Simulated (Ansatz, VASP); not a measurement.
**NiO2 in VASP and in Ansatz**

The input INCAR:

```
PREC = Accurate ; ENCUT = 520
EDIFF = 1E-6 ; ISMEAR = 0
SIGMA = 0.05 ; LREAL = False
LASPH = True ; NELM = 80
ALGO = Normal ; ISIF = 2
LWAVE = False ; LCHARG = True
GGA = PS ; LELF = True
LVHAR = True ; NBANDS = 18
```

KPOINTS

```
regular mesh
0
Gamma
  12 12 6
```

POSCAR

```
NiO2
1.0
    2.8624235356      0.0000000000      0.0000000000
   -1.4312117678      2.4789314982      0.0000000000
    0.0000000000      0.0000000000      4.7038205961
Ni O
1 2
Direct
    0.0000000000      0.0000000000      0.5000000000
    0.6666666667      0.3333333333      0.7127976082
    0.3333333333      0.6666666667      0.2872023918
```

Input for Ansatz:

```yaml
crystal:
  lattice:
    - [2.8624235356, 0.0, 0.0]
    - [-1.4312117678, 2.4789314982, 0.0]
    - [0.0, 0.0, 4.7038205961]
  atoms:
    - { symbol: Ni, position: [0.0, 0.0, 0.5] }
    - { symbol: O, position: [0.6666666667, 0.3333333333, 0.7127976082] }
    - { symbol: O, position: [0.3333333333, 0.6666666667, 0.2872023918] }
basis:
  ecutwfc: 520.0
kpoints:
  mp_grid: { grid: [12, 12, 6] }
hamiltonian:
  xc: pbesol
scf:
  occupations: { method: gaussian, width: 0.05 }
output:
  forces: true
  stress: true
  eigenvalues: true
```

Alike in both runs: task single point; functional PBEsol; k mesh 12 × 12 × 6; occupations gaussian, width 0.05 eV; no spin polarisation.

```csv
,VASP,Ansatz
version,VASP 6.6.1,Ansatz 0.2.0
potentials or method,"VASP PAW PBE potentials, release 64 (Ni, O)","scalar-relativistic, plane waves, PAW"
plane-wave cutoff (eV),520,520
valence electrons in the cell,22,30
```

|  | VASP | Ansatz | Ansatz less VASP |
| --- | --- | --- | --- |
| gap on the k mesh at the Fermi level (eV) | 0.78 | 0.81 | +0.022 |
| least direct gap on the mesh (eV) | 0.93 | 0.95 | +0.021 |
| pressure (GPa) | -17.4 | -17.9 | -0.59 |
| largest component of the traceless stress (GPa) | 1.82 | 2.05 | +0.227 |
| rms of the force components (eV/Å) | 0.757 | 0.786 | +0.0291 |

Atom by atom the forces differ by 0.029 eV/Å (rms over components). With one functional, cell and mesh, what is left measures potentials, basis and numerics. The two sets of potentials don't hold the same shells in valence.

Caveats: so large a pressure means that the cell lies far from this level's equilibrium, or that cutoff or potentials fall short (VASP); the potentials were made for another functional, which shifts forces and pressure (VASP). A k mesh can miss the band edges. Spin polarisation is off, so any magnetic state and its effect on volume and gap are missing.
